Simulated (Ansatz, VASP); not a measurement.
Two plane-wave programs on V

```xyz
1
Lattice="0.0000 1.9008 1.9008 1.9008 0.0000 1.9008 1.9008 1.9008 0.0000" Properties=species:S:1:pos:R:3 pbc="T T T"
V     0.0000    0.0000    0.0000
```

Alike in both runs: functional r2SCAN; k mesh 14 × 14 × 14; occupations fermi-dirac, width 0.1 eV; no spin polarisation.

Ansatz relaxed the structure, and its values are those at the end. VASP's run is a single point on that final structure, the one shown.

|  | VASP | Ansatz |
| --- | --- | --- |
| version | VASP 6.6.1 | Ansatz 0.2.0 |
| potentials or method | VASP PAW PBE potentials, release 64 (V_sv) | plane waves (500 eV) with PAW, scalar-relativistic |
| plane-wave cutoff (eV) | 520 | 500 |
| valence electrons in the cell | 13 | 13 |

|  | VASP | Ansatz | Ansatz less VASP |
| --- | --- | --- | --- |
| pressure (GPa) | 0.6 | 0.0 | -0.57 |

Caveats: the PAW data sets were made with another functional, which shifts forces and pressure a little (VASP).
